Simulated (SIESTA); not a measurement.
The system is Al.

```
Al
1.0
     2.81246    0.00000    0.00000
    -1.40623    2.43566    0.00000
     0.00000    0.00000    4.86685
Al
2
Cartesian
  0.0000 1.6238 1.2167
  1.4062 0.8119 3.6501
```

This isn't the form of Al at room conditions, which is fcc.

* Program: SIESTA 5.4.2
* Task: single point
* Functional: PBE
* Potentials or basis: PseudoDojo 0.4 standard (PBE files)
* Basis: DZP (energy shift 0.003 Ry)
* Grid cutoff: 500 Ry
* Energy shift: 0.003 Ry
* k mesh: 11 × 11 × 6
* Occupations: fermi-dirac, width 0.05 eV
* Spin: no spin polarisation

On this cell: pressure 0.0 GPa; largest force under 0.003 eV/Å; band gap on the k mesh none (metal or under the smearing width).

The same run follows on a disturbed copy (atoms moved at random, drawn with an rms of 0.05 Å):

```xyz
2
Lattice="2.8125 0.0000 0.0000 -1.4062 2.4357 0.0000 0.0000 0.0000 4.8669" Properties=species:S:1:pos:R:3 pbc="T T T"
Al   -0.0255    1.5758    1.1943
Al    1.4069    0.8260    3.6656
```

Task: What does the disturbed cell give?

Result: The energy (extrapolated to zero smearing) moves by +2.3 meV/atom; pressure 0.1 GPa; largest force 0.146 eV/Å; band gap on the k mesh none (metal or under the smearing width).

Forces in eV/Å, atoms in the order of the input:
```
Al   0.026  0.050  0.135
Al  -0.026 -0.050 -0.135
```

Stress tensor (GPa, compression positive):
```
 1.96  0.03  0.04
 0.03  1.82  0.08
 0.04  0.08 -3.41
```

Caveats: the basis of atomic orbitals isn't converged, which shifts pressures, moduli and gaps.
